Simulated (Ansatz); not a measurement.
## CoPtO2: do energies and stresses tell the same story?

The calculation used Ansatz 0.2.0, DFT PBE, scalar-relativistic, plane waves, PAW.

Cutoff 420 eV; k points 18×18×18 on the computed 4-atom cell (Γ-centred); Gaussian smearing, width 0.10 eV; no spin polarisation.

Relaxed cell: R-3m, a = 2.855 Å, b = 2.855 Å, c = 17.883 Å, α = 90.00°, β = 90.00°, γ = 120.00°, 4 atoms in the primitive cell. Whether it is the stable form of this composition wasn't checked.

Energies at zero smearing and pressures from the stress tensor, at volumes with shape and atoms relaxed:
| V (Å³/atom) | E − E(first) (meV/atom) | P (GPa) |
| --- | --- | --- |
| 9.887 | 0.00 | 16.35 |
| 10.203 | -23.15 | 7.47 |
| 10.518 | -30.26 | 0.01 |
| 10.834 | -23.93 | -6.24 |
| 11.149 | -6.34 | -11.45 |

Problem. Check P = −dE/dV between neighbouring volumes, and get the bulk modulus from the pressures alone.

Solution. With 1 eV/Å³ = 160.2 GPa:
```
middle V (Å³/atom)  −ΔE/ΔV (GPa) mean P (GPa)
            10.045        11.755        11.906
            10.360         3.608         3.738
            10.676        -3.215        -3.112
            10.992        -8.930        -8.844
```

The two differ by 0.15 GPa at most. The mean of two end pressures misses the average over a step by about ΔV² P″/12, up to 0.13 GPa here; with that taken off 0.02 GPa remains. Around V = 10.518 Å³/atom, the two neighbours give B = −V ΔP/ΔV = 10.518 × 13.70 / 0.631 = 228.3 GPa, against B0 = 226.8 GPa from the Birch–Murnaghan fit of the energies.

Spin-orbit coupling is left out, which matters for the bands of heavy elements.

A ferromagnetic start lost its moments in a first run, so spin was left out; other magnetic orders weren't tried.